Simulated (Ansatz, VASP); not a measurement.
Two plane-wave programs on MgO

```
Mg O
1.0
     2.11768    2.11768    0.00000
    -2.11768    2.11768    0.00000
     0.00000    2.11768    2.10082
Mg O
1 1
Direct
  0.00000 0.00000 0.00000
  0.50000 0.50000 0.00000
```

Change from the starting cell: in-plane strain +0.005, out-of-plane length and atoms relaxed by PAW.

Alike in both runs: functional PBEsol; k mesh 10 × 10 × 10; no spin polarisation.

Ansatz relaxed the structure, and its values are those at the end. VASP's run is a single point on that final structure, the one shown.

```csv
,VASP,Ansatz
version,VASP 6.6.1,Ansatz 0.2.0
potentials or method,"VASP PAW PBE potentials, release 64 (Mg, O)","PAW with Ansatz's default frozen-core files, scalar-relativistic"
plane-wave cutoff (eV),520,420
occupations,"gaussian, width 0.01 eV",fixed
valence electrons in the cell,8,16
```

VASP gave:

```
pressure (GPa) : -1.6
```

Problem. What did Ansatz give for the same quantities?

Solution. Pressure (GPa): -1.1.

The two sets of potentials don't hold the same shells in valence.

Caveats: the PAW data sets were made with another functional, which shifts forces and pressure a little (VASP).
